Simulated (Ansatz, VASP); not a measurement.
One calculation of Se, two programs

```
Se
1.0
     3.95346    0.00000    0.00000
    -1.97673    3.42380    0.00000
     0.00000    0.00000    5.12053
Se
3
Direct
  0.25435 0.00000 0.33333
  0.00000 0.25435 0.66667
  0.74565 0.74565 0.00000
```

Alike in both runs: task single point; functional LDA; k mesh 9 × 9 × 6; no spin polarisation.

```csv
,VASP,Ansatz
version,VASP 6.6.1,Ansatz 0.2.0
potentials or method,"VASP PAW LDA potentials, release 64 (Se)","plane waves (420 eV) with PAW, scalar-relativistic"
plane-wave cutoff (eV),520,420
occupations,"methfessel-paxton of order 1, width 0.6 eV","cold, width 0.6 eV"
valence electrons in the cell,18,48
```

Ansatz gave:

* pressure (GPa): -0.4
* largest component of the traceless stress (GPa): 0.59

**Question.** What did VASP give for the same quantities?

**Answer.** Pressure (GPa): 0.1; largest component of the traceless stress (GPa): 0.13.

The two sets of potentials don't hold the same shells in valence. Ansatz warned: «pseudo_functional_mismatch».
